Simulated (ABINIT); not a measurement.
The system is AlN.

```xyz
2
Lattice="0.0000 2.1840 2.1840 2.1840 0.0000 2.1840 2.1840 2.1840 0.0000" Properties=species:S:1:pos:R:3 pbc="T T T"
Al    0.0000    0.0000    0.0000
N     1.0920    1.0920    1.0920
```

Measurements of this composition are mostly on another form, of space group No. 186.

* Program: ABINIT 10.8.3 (patched build)
* Task: relaxation of cell and atoms
* Functional: PBE
* Potentials or basis: PseudoDojo NC SR PBE v0.4.1 standard
* Cutoff: 1143 eV
* k mesh: 8 × 8 × 8
* Occupations: fermi-dirac, width 0.05 eV
* Spin: no spin polarisation

At the start: pressure 4.5 GPa; volume 10.42 Å³/atom.

Q: Where does the relaxation end?

A: Over 4 steps the energy falls by 3.2 meV/atom and the volume is 10.65 Å³/atom (+2.3 %); space group F-43m (No. 216, to 0.05 Å).

The path:
```
step  energy change (eV)  largest force (eV/Å)  pressure (GPa)  volume (Å³)
   1              0.0000                0.0000            4.50        20.83
   2             -0.0055                0.0000            1.69        21.12
   3             -0.0065                0.0000            0.04        21.30
   4             -0.0065                0.0000            0.00        21.30
```

Final structure:
```
Al N
1.0
     0.00000    2.20030    2.20030
     2.20030    0.00000    2.20030
     2.20030    2.20030    0.00000
Al N
1 1
Direct
  0.00000 0.00000 0.00000
  0.25000 0.25000 0.25000
```
